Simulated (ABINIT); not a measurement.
SnTe:

```
Te Sn
1.0
     0.00000    3.61115    3.61115
     3.61115    0.00000    3.61115
     3.61115    3.61115    0.00000
Te Sn
1 1
Direct
  0.25000 0.25000 0.25000
  0.00000 0.00000 0.00000
```

Measurements of this composition are mostly on another form, of space group No. 225.

Base run:

* Program: ABINIT 10.8.3 (patched build)
* Functional: PBEsol
* Potentials or basis: PseudoDojo NC SR PBEsol v0.4.1 standard
* Cutoff: 925 eV
* k mesh: 5 × 5 × 5
* Occupations: fermi-dirac, width 0.05 eV
* Spin: no spin polarisation

Its results: band gap on the k mesh 0.37 eV, indirect (least direct gap 0.82 eV); pressure -1.6 GPa.

The run is repeated on the same cell with these changes: functional from PBEsol to LDA-PZ; potentials or basis from PseudoDojo NC SR PBEsol v0.4.1 standard to JTH PAW LDA v2.0 sp; cutoff from 925 eV to 408 eV; valence electrons from 30 to 10. What comes out?

Band gap on the k mesh 0.33 eV, indirect (least direct gap 0.79 eV); pressure -2.2 GPa.

Caveats: spin-orbit coupling is left out, which moves the levels of the heavy elements; an odd mesh through Γ misses points on the zone boundary, where band edges often lie; the cutoff is short for stress, so the pressure is rough (some runs); this set keeps more shells in the core, which shifts pressures and gaps (some runs).
